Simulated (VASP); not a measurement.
Here is a VASP 6.6.1 calculation.

POSCAR

```
As
1.0
    1.8807968987      1.0858785957      3.5140619945
   -1.8807968987      1.0858785957      3.5140619945
    0.0000000000     -2.1717571915      3.5140619945
As
2
Direct
    0.2260000000      0.2260000000      0.2260000000
    0.7740000000      0.7740000000      0.7740000000
```

Contents of INCAR.step1:

```
  ALGO = Fast
  EDIFF = 1E-6
  ENCUT = 520
  GGA = PE
  ISIF = 2
  ISMEAR = 0
  LASPH = True
  LCHARG = True
  LREAL = False
  LWAVE = True
  NELM = 80
  PREC = Accurate
  SIGMA = 0.02
```

The input INCAR.step2:

```
  ALGO = Fast
  EDIFF = 1E-6
  ENCUT = 520
  GGA = PE
  ICHARG = 11
  ISIF = 2
  ISMEAR = 0
  ISTART = 1
  ISYM = -1
  LASPH = True
  LCHARG = False
  LREAL = False
  LSCDM = True
  LWAVE = False
  NELM = 80
  NUM_WANN = 5
  PREC = Accurate
  SIGMA = 0.02
```

Contents of KPOINTS:

```
k-points
0
Gamma
  5 5 5
```

File KPOINTS_OPT:

```
path GLB1,BZGX,QFP1Z,LP
12
line-mode
reciprocal
 0.0000000000  0.0000000000  0.0000000000  G
 0.5000000000  0.0000000000  0.0000000000  L

 0.5000000000  0.0000000000  0.0000000000  L
 0.5000000000  0.2303245873 -0.2303245873  B1

 0.7696754127  0.5000000000  0.2303245873  B
 0.5000000000  0.5000000000  0.5000000000  Z

 0.5000000000  0.5000000000  0.5000000000  Z
 0.0000000000  0.0000000000  0.0000000000  G

 0.0000000000  0.0000000000  0.0000000000  G
 0.3651622936  0.0000000000 -0.3651622936  X

 0.6348377064  0.3651622936  0.0000000000  Q
 0.5000000000  0.5000000000  0.0000000000  F

 0.5000000000  0.5000000000  0.0000000000  F
 0.6348377064  0.6348377064  0.2303245873  P1

 0.6348377064  0.6348377064  0.2303245873  P1
 0.5000000000  0.5000000000  0.5000000000  Z

 0.5000000000  0.0000000000  0.0000000000  L
 0.7696754127  0.3651622936  0.3651622936  P
```

KPOINTS_WAN

```
path GLB1,BZGX,QFP1Z,LP
12
line-mode
reciprocal
 0.0000000000  0.0000000000  0.0000000000  G
 0.5000000000  0.0000000000  0.0000000000  L

 0.5000000000  0.0000000000  0.0000000000  L
 0.5000000000  0.2303245873 -0.2303245873  B1

 0.7696754127  0.5000000000  0.2303245873  B
 0.5000000000  0.5000000000  0.5000000000  Z

 0.5000000000  0.5000000000  0.5000000000  Z
 0.0000000000  0.0000000000  0.0000000000  G

 0.0000000000  0.0000000000  0.0000000000  G
 0.3651622936  0.0000000000 -0.3651622936  X

 0.6348377064  0.3651622936  0.0000000000  Q
 0.5000000000  0.5000000000  0.0000000000  F

 0.5000000000  0.5000000000  0.0000000000  F
 0.6348377064  0.6348377064  0.2303245873  P1

 0.6348377064  0.6348377064  0.2303245873  P1
 0.5000000000  0.5000000000  0.5000000000  Z

 0.5000000000  0.0000000000  0.0000000000  L
 0.7696754127  0.3651622936  0.3651622936  P
```

Potentials or basis: VASP PAW PBE potentials, release 64 (As).

Run with:

```sh
$ cat potpaw_PBE.64/As/POTCAR > POTCAR
$ cp INCAR.step1 INCAR
$ mpirun -np 1 vasp_std > vasp.out
$ cp INCAR.step2 INCAR
$ mpirun -np 1 vasp_std > vasp.out
```

(1) Predict the band gap along the path.

Results:

(1) none (metal or under the smearing width).

Caveat: the k mesh is coarse (spacing up to 0.40 Å⁻¹), so the values aren't converged.
